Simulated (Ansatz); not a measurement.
All numbers below come from DFT PBE, scalar-relativistic, plane waves, PAW (Ansatz). All cells share a 420 eV cutoff and Γ-centred k meshes spaced at most about 0.3 Å⁻¹ (about 0.25 or finer for metals, 2π included). No spin polarisation.

These are static total energies at zero pressure.

**Question.** Order these relaxed structures of Na₂I by energy, lowest first, with the energy over the lowest of them.
A.

```cif
data_structure
_symmetry_space_group_name_H-M 'I4/mmm'
_symmetry_Int_Tables_number 139
_cell_length_a 4.0147
_cell_length_b 4.0147
_cell_length_c 14.0147
_cell_angle_alpha 90.000
_cell_angle_beta 90.000
_cell_angle_gamma 90.000
_cell_volume 225.89
loop_
_atom_site_label
_atom_site_type_symbol
_atom_site_symmetry_multiplicity
_atom_site_Wyckoff_symbol
_atom_site_fract_x
_atom_site_fract_y
_atom_site_fract_z
_atom_site_occupancy
Na1 Na 4 e 0.50000 0.50000 0.13838 1
I1 I 2 a 0.00000 0.00000 0.00000 1
```

B.

```cif
data_structure
_symmetry_space_group_name_H-M 'P4_2/mnm'
_symmetry_Int_Tables_number 136
_cell_length_a 7.8256
_cell_length_b 7.8256
_cell_length_c 4.4790
_cell_angle_alpha 90.000
_cell_angle_beta 90.000
_cell_angle_gamma 90.000
_cell_volume 274.29
loop_
_atom_site_label
_atom_site_type_symbol
_atom_site_symmetry_multiplicity
_atom_site_Wyckoff_symbol
_atom_site_fract_x
_atom_site_fract_y
_atom_site_fract_z
_atom_site_occupancy
Na1 Na 4 f 0.28854 0.28854 0.00000 1
I1 I 2 a 0.00000 0.00000 0.00000 1
```

C.

```cif
data_structure
_symmetry_space_group_name_H-M 'P6_3/mmc'
_symmetry_Int_Tables_number 194
_cell_length_a 4.3547
_cell_length_b 4.3547
_cell_length_c 14.6878
_cell_angle_alpha 90.000
_cell_angle_beta 90.000
_cell_angle_gamma 120.000
_cell_volume 241.22
loop_
_atom_site_label
_atom_site_type_symbol
_atom_site_symmetry_multiplicity
_atom_site_Wyckoff_symbol
_atom_site_fract_x
_atom_site_fract_y
_atom_site_fract_z
_atom_site_occupancy
Na1 Na 4 f 0.33333 0.66667 0.38911 1
I1 I 2 b 0.00000 0.00000 0.25000 1
```

D.

```cif
data_structure
_symmetry_space_group_name_H-M 'Fd-3m:1'
_symmetry_Int_Tables_number 227
_cell_length_a 9.5314
_cell_length_b 9.5314
_cell_length_c 9.5314
_cell_angle_alpha 90.000
_cell_angle_beta 90.000
_cell_angle_gamma 90.000
_cell_volume 865.91
loop_
_atom_site_label
_atom_site_type_symbol
_atom_site_symmetry_multiplicity
_atom_site_Wyckoff_symbol
_atom_site_fract_x
_atom_site_fract_y
_atom_site_fract_z
_atom_site_occupancy
Na1 Na 16 c 0.12500 0.12500 0.12500 1
I1 I 8 b 0.00000 0.00000 0.50000 1
```

**Answer.** C (0 meV/atom), A (39 meV/atom), B (99 meV/atom), D (288 meV/atom). Forms: C P6_3/mmc; A I4/mmm; B anti-rutile type, P4_2/mnm; D Fd-3m. Counting I atoms around Na (those within 1.25 times the shortest such distance or 1.15 times the sum of covalent radii; the shortest distance is added where it is long for a bond): C has Na 3; A has Na 4; B has Na 3; D has Na 6 from 4.0 Å. All come from invented guesses.

No dispersion correction is applied, so the spacing and binding between layers, chains or molecules are poorly described (I4/mmm), and this can change margins and order among such cells. Spin–orbit coupling, which can matter for I, is left out. In I4/mmm an odd number of electrons in the primitive cell allows no gap without spin; a larger cell or a magnetic state could open one. Cells relaxed within their symmetry can be saddle points. Some structure types and database cells were kept out of the candidates from the start, so a known form may be missing.
